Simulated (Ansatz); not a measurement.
# Re (P6_3/mmc) in Ansatz: a series of runs

The runs below take Re through single point, equation of state, with PBE+D3(BJ).

Everything below comes from runs of Ansatz 0.2.0. Logs are shortened: lines on timing, memory, paths and dates and some standing lists are left out, and cuts for length are marked.

## 1. Starting point

The structure is hexagonal, space group P6_3/mmc (No. 194). Conventional cell: a = 2.761 Å, b = 2.761 Å, c = 4.458 Å, α = 90.00°, β = 90.00°, γ = 120.00°. Around Re (site symmetry -6m2) lie 12 Re at 2.74 to 2.76 Å.

## 2. Single point, PBE+D3(BJ), 13.83 Å³/atom (volume scaled by 0.94)

input.yaml

```yaml
crystal:
  lattice:
    - [2.7044413289, 0.0, 0.0]
    - [-1.3522206645, 2.3421148939, 0.0]
    - [0.0, 0.0, 4.3671907899]
  atoms:
    - { symbol: Re, position: [0.6666666667, 0.3333333333, 0.75] }
    - { symbol: Re, position: [0.3333333333, 0.6666666667, 0.25] }
hamiltonian:
  xc: pbe
  pseudopotentials: { kind: paw }
  dispersion: d3bj
kpoints:
  mp_grid: { grid: [11, 11, 6] }
scf:
  occupations: { method: fermi_dirac, width: 0.05 }
output:
  forces: true
  stress: true
  eigenvalues: true
```

Potentials or basis: Ansatz PAW.

Command:

```
ansatz run input.yaml --threads 2 --pin off --max-ram 5120MiB --backend cpu --events-out ev --progress --plain --runs-dir out
```

Log:

```text
Warning: RAYON_NUM_THREADS=2 ignored (pool sized by the plan → 2); use --threads N
Engine: ansatz 0.2.0, aarch64-unknown-linux-gnu
Pseudopotentials: kind: paw
Pseudopotential: Re, paw, valence charge 15, recommended cutoff 420 eV (normal), Re.paw.azcp
Functional definition: PBE
  parameter kappa = 0.804
  parameter beta = 0.06672455060314922
  exchange = pbe_x(kappa = kappa, mu = beta*pi^2/3)
  correlation = pbe_c(beta = beta)
Crystal: 2 atoms, lattice volume = 27.662 Å³
Basis set: ecut = 420 eV, 549 PW (Γ), exchange–correlation on 40×40×60 points (8 copies of the dense FFT grid, shifted against one another)
Bands: 19, of which v1, the nominal top of the filled ones, is band 15 counted from 1 (14 counted from 0)
Symmetry: 24 space group operations
Space group: P63/mmc (ITA 194), of the structure as read, at distance tolerance 3.0e-5 Å
k-points: 64 of 726
Non-local potential: Re, projectors of the file, l = 0: 3, l = 1: 2, l = 2: 2, l = 3: 1
PAW form: soft (Blöchl's): semilocal exchange-correlation on the pseudo side does not see the compensation charge
PAW one-centre angular grid: Re, 590 points (default); XC on 64 Gauss nodes
Initial density: superposition of atomic densities (neutral atoms: chi_scale 0, normalization atom), corrected by the library's trained network
Initial wavefunctions: pseudopotential atomic-orbital guess
Functional: x = pbe(κ = 0.804, μ = 0.2195149727645171), c = pbe(β = 0.06672455060314922)
SCF iter   1: F=—  HF=-21737.331904 eV  |F-HF|=—  |Δ(HF+E_count)|=         —  Δρ=8.36e-3  dr2=6.43e-3  ethr=1.77e-3  ⟨swp⟩=5.7  Hψ=5551  notcnv=0
preconditioner: auto → none  [metal: Δε(μ)=0.072 eV  Ē_g=6.592 eV  σ=0.050 eV  W_gap=0.32  n_scr=8 (ndim 8)  ℏωp=26.4 eV  f_vac=0.000  D(μ)=1.34/eV (n_scr^D=10)  sad-step TF]
SCF iter   2: F=—  HF=-21737.334075 eV  |F-HF|=—  |Δ(HF+E_count)|=   2.17e-3  Δρ=5.00e-3  dr2=2.47e-3  ethr=2.14e-5  ⟨swp⟩=1.5  Hψ=1821  notcnv=0
SCF iter   3: F=—  HF=-21737.335046 eV  |F-HF|=—  |Δ(HF+E_count)|=   9.72e-4  Δρ=2.85e-4  dr2=7.46e-6  ethr=8.23e-6  ⟨swp⟩=2.3  Hψ=1680  notcnv=0
SCF iter   4: F=—  HF=-21737.335000 eV  |F-HF|=—  |Δ(HF+E_count)|=   4.66e-5  Δρ=7.17e-5  dr2=1.00e-6  ethr=2.49e-8  ⟨swp⟩=2.0  Hψ=2100  notcnv=0
iter 5 did not close the SCF: its close was put off for the readings that it lacked (scf_convergence_deferred on its scf_iter line)
SCF iter   5: F=-21737.334999 eV  HF=-21737.334999 eV  |F-HF|=1.12e-9  |Δ(HF+E_count)|=   2.53e-7  Δρ=9.04e-6  dr2=6.65e-9  ethr=3.34e-9  ⟨swp⟩=2.0  Hψ=2020  notcnv=0
SCF iter   6: F=-21737.334999 eV  HF=-21737.334999 eV  |F-HF|=4.37e-11  |Δ(HF+E_count)|=   1.58e-9  Δρ=1.82e-6  dr2=2.42e-10  ethr=2.22e-11  ⟨swp⟩=1.7  Hψ=3791  notcnv=0
SCF 1 converged in 6 iterations: F = -21737.334999 eV  dr2 = 2.42e-10
SCF converged after 6 iterations
Free energy (F): -21737.334999 eV
Harris-Foulkes:  -21737.334999 eV  (|F-HF|=4.37e-11)
Internal energy: -21737.323318 eV  (E = F + TS)
E sigma→0 (E₀):  -21737.329159 eV
Entropy (-TS):   -0.011682 eV (-5.841 meV/atom)
Fermi energy:    25.787072 eV
--- Per-component energies (eV) ---
  E_band       = -92.279252
  E_kinetic    = 1091.783275
  E_local      = -1412.357495  (includes V_loc(G=0)·N_el)
  E_nonlocal   = 96.634471
  E_hartree    = 515.939197
  E_xc         = -811.261587
  E_vxc        = -612.464888  (∫ρ·V_xc dr)
  E_paw        = -17318.491791  (= ΣΔE_a)
  E_vpaw       = -287.752845  (= ΣTr[D̂ρ^β])
  E_aug_tail   = -0.000165  (compensation charges beyond the density's cutoff)
  E_ewald      = -3898.172061
  E_disp       = -1.397161  (pairwise vdW)
  E_smearing   = -0.011682  (= −TS)
  E_closure    = -0.000000  (closes the sum)
  Σ components = -21737.334999   (vs F -21737.334999, Δ=0.00e0)
--- Forces (eV/Å), atoms counted from 1 ---
  atom   1  Re    -0.00000000    -0.00000000     0.00000000
  atom   2  Re     0.00000000     0.00000000     0.00000000
  max |Σ_I F_I| component: 1.85e-17 eV/Å
--- Stress (GPa, compression-positive) ---
       25.064345       0.000000       0.000000
        0.000000      25.064345       0.000000
        0.000000       0.000000      25.557057
  P = ⅓ Tr σ = 25.2286 GPa (252.286 kbar)
--- Band table (eV; the first three rows and the last of 64) ---
  k-point 0: bands = ["-53.9684", "-53.8052", "-16.6751", "-15.3735", "-15.3735", "-15.1601", "-15.1601", "-15.1334", "15.5026", "18.6840", "24.0165", "24.0165", "24.0276", "24.9416", "24.9416", "25.9569", "25.9569", "26.5450", "29.4250"]
  k-point 1: bands = ["-53.9576", "-53.8163", "-16.5791", "-15.3594", "-15.3594", "-15.2449", "-15.1746", "-15.1746", "15.8593", "18.7190", "23.8183", "23.8675", "23.8675", "24.7220", "24.7220", "25.6291", "26.4393", "26.4393", "29.4638"]
  k-point 2: bands = ["-53.9280", "-53.8464", "-16.3120", "-15.5430", "-15.3207", "-15.3207", "-15.2140", "-15.2140", "16.8177", "18.6390", "23.3697", "23.7439", "23.7439", "24.0296", "24.2655", "24.2655", "27.4787", "27.4787", "29.2853"]
  k-point 63: bands = ["-53.7770", "-53.7770", "-16.3923", "-16.3923", "-15.9992", "-15.9992", "-15.4134", "-15.4134", "20.5982", "20.5982", "21.9261", "21.9261", "23.4720", "23.4720", "25.8948", "25.8948", "29.5292", "29.5292", "35.4138"]
```

It took 0.89 s on 2 threads of Arm Neoverse V1, shared host; peak memory 0.3 GiB.

What came out:

```yaml
Free_energy: -21737.3350 eV
Pressure: 25.2 GPa
Band_gap_on_the_k_mesh: none (metal or under the smearing width)
```

Caveat: pairwise dispersion overbinds metals, which lowers pressure and volume.

## 3. Single point, PBE+D3(BJ), 14.13 Å³/atom (volume scaled by 0.96)

Edit input.yaml of step 2 so:

```diff
@@ -2,5 +2,5 @@
   lattice:
-    - [2.7044413289, 0.0, 0.0]
-    - [-1.3522206645, 2.3421148939, 0.0]
-    - [0.0, 0.0, 4.3671907899]
+    - [2.7234873179, 0.0, 0.0]
+    - [-1.361743659, 2.3586092042, 0.0]
+    - [0.0, 0.0, 4.3979466679]
   atoms:
```

Potentials or basis: Ansatz PAW.

Command:

```
ansatz run input.yaml --threads 2 --pin off --max-ram 5120MiB --backend cpu --events-out ev --progress --plain --runs-dir out
```

Wall time 0.9 s (2 threads of Arm Neoverse V1, shared host); peak memory 0.3 GiB.

It converged, with:

- Free energy: -21737.4093 eV
- Pressure: 15.4 GPa
- Band gap on the k mesh: none (metal or under the smearing width)

Caveat: pairwise dispersion overbinds metals, which lowers pressure and volume.

## 4. Single point, PBE+D3(BJ), 14.42 Å³/atom (volume scaled by 0.98)

Edit input.yaml of step 3 so:

```diff
@@ -2,5 +2,5 @@
   lattice:
-    - [2.7234873179, 0.0, 0.0]
-    - [-1.361743659, 2.3586092042, 0.0]
-    - [0.0, 0.0, 4.3979466679]
+    - [2.7422705826, 0.0, 0.0]
+    - [-1.3711352913, 2.3748759886, 0.0]
+    - [0.0, 0.0, 4.4282782931]
   atoms:
```

Command:

```
ansatz run input.yaml --threads 2 --pin off --max-ram 5120MiB --backend cpu --events-out ev --progress --plain --runs-dir out
```

Wall time 0.89 s (2 threads of Arm Neoverse V1, shared host); peak memory 0.3 GiB.

Results (log left out):

```yaml
Free_energy: -21737.4494 eV
Pressure: 6.6 GPa
Band_gap_on_the_k_mesh: none (metal or under the smearing width)
```

Caveat: pairwise dispersion overbinds metals, which lowers pressure and volume.

## 5. Single point, PBE+D3(BJ), 14.71 Å³/atom

Edit input.yaml of step 4 so:

```diff
@@ -2,5 +2,5 @@
   lattice:
-    - [2.7422705826, 0.0, 0.0]
-    - [-1.3711352913, 2.3748759886, 0.0]
-    - [0.0, 0.0, 4.4282782931]
+    - [2.7608, 0.0, 0.0]
+    - [-1.3804, 2.3909229348, 0.0]
+    - [0.0, 0.0, 4.4582]
   atoms:
@@ -20 +20,5 @@
   eigenvalues: true
+  write_density: true
+  write_potential: true
+  elf: true
+  volumetric_format: npy
```

Command:

```
ansatz run input.yaml --threads 2 --pin off --max-ram 5120MiB --backend cpu --events-out ev --progress --plain --runs-dir out
```

Run time: 1.2 s. Hardware: 2 threads of Arm Neoverse V1, shared host; peak memory 0.3 GiB.

The run converged. Its results:

```
Free energy            : -21737.4588 eV
Pressure               : -1.3 GPa
Band gap on the k mesh : none (metal or under the smearing width)
```

Caveat: pairwise dispersion overbinds metals, which lowers pressure and volume.

## 6. Single point, PBE+D3(BJ), 15.01 Å³/atom (volume scaled by 1.02)

Edit input.yaml of step 5 so:

```diff
@@ -2,5 +2,5 @@
   lattice:
-    - [2.7608, 0.0, 0.0]
-    - [-1.3804, 2.3909229348, 0.0]
-    - [0.0, 0.0, 4.4582]
+    - [2.7790839766, 0.0, 0.0]
+    - [-1.3895419883, 2.406757323, 0.0]
+    - [0.0, 0.0, 4.4877253638]
   atoms:
@@ -20,5 +20 @@
   eigenvalues: true
-  write_density: true
-  write_potential: true
-  elf: true
-  volumetric_format: npy
```

Potentials or basis: Ansatz PAW.

Command:

```
ansatz run input.yaml --threads 2 --pin off --max-ram 5120MiB --backend cpu --events-out ev --progress --plain --runs-dir out
```

Wall time 1 s (2 threads of Arm Neoverse V1, shared host); peak memory 0.3 GiB.

Results (log left out):

* Free energy: -21737.4405 eV
* Pressure: -8.5 GPa
* Band gap on the k mesh: none (metal or under the smearing width)

Caveat: pairwise dispersion overbinds metals, which lowers pressure and volume.

## 7. Single point, PBE+D3(BJ), 15.30 Å³/atom (volume scaled by 1.04)

Edit input.yaml of step 6 so:

```diff
@@ -2,5 +2,5 @@
   lattice:
-    - [2.7790839766, 0.0, 0.0]
-    - [-1.3895419883, 2.406757323, 0.0]
-    - [0.0, 0.0, 4.4877253638]
+    - [2.7971304821, 0.0, 0.0]
+    - [-1.398565241, 2.4223860552, 0.0]
+    - [0.0, 0.0, 4.5168672541]
   atoms:
```

Command:

```
ansatz run input.yaml --threads 2 --pin off --max-ram 5120MiB --backend cpu --events-out ev --progress --plain --runs-dir out
```

Wall time 1 s (2 threads of Arm Neoverse V1, shared host); peak memory 0.3 GiB.

The run converged. Its results:

```yaml
Free_energy: -21737.3975 eV
Pressure: -14.8 GPa
Band_gap_on_the_k_mesh: none (metal or under the smearing width)
```

Caveat: pairwise dispersion overbinds metals, which lowers pressure and volume.

## 8. Single point, PBE+D3(BJ), 15.60 Å³/atom (volume scaled by 1.06)

Edit input.yaml of step 7 so:

```diff
@@ -2,5 +2,5 @@
   lattice:
-    - [2.7971304821, 0.0, 0.0]
-    - [-1.398565241, 2.4223860552, 0.0]
-    - [0.0, 0.0, 4.5168672541]
+    - [2.8149470801, 0.0, 0.0]
+    - [-1.4074735401, 2.4378156817, 0.0]
+    - [0.0, 0.0, 4.5456378849]
   atoms:
```

Command:

```
ansatz run input.yaml --threads 2 --pin off --max-ram 5120MiB --backend cpu --events-out ev --progress --plain --runs-dir out
```

Run time: 1 s. Hardware: 2 threads of Arm Neoverse V1, shared host; peak memory 0.3 GiB.

It converged, with:

| Quantity | Value |
| --- | --- |
| Free energy | -21737.3324 eV |
| Pressure | -20.5 GPa |
| Band gap on the k mesh | none (metal or under the smearing width) |

Caveat: pairwise dispersion overbinds metals, which lowers pressure and volume.

## 9. Equation of state, PBE+D3(BJ)

Potentials or basis: Ansatz PAW.

No new run: the results of the series are fitted here.

Results:

| Item | Value |
| --- | --- |
| Equilibrium volume | 14.66 Å³/atom |
| Bulk modulus at fixed shape and positions | 381 GPa |
| Pressure derivative of the bulk modulus | 4.4 |

Energy against volume, from the lowest point:
```csv
volume (Å³/atom),energy (meV/atom)
13.831,61.88
14.125,24.73
14.420,4.68
14.714,0.00
15.008,9.12
15.303,30.61
15.597,63.20
```

Caveat: the cell was scaled at fixed shape and fractional positions, which overstates the stiffness of a crystal with free parameters, most of all of layers and chains. Spin-orbit coupling is left out, which matters for the levels of Re.
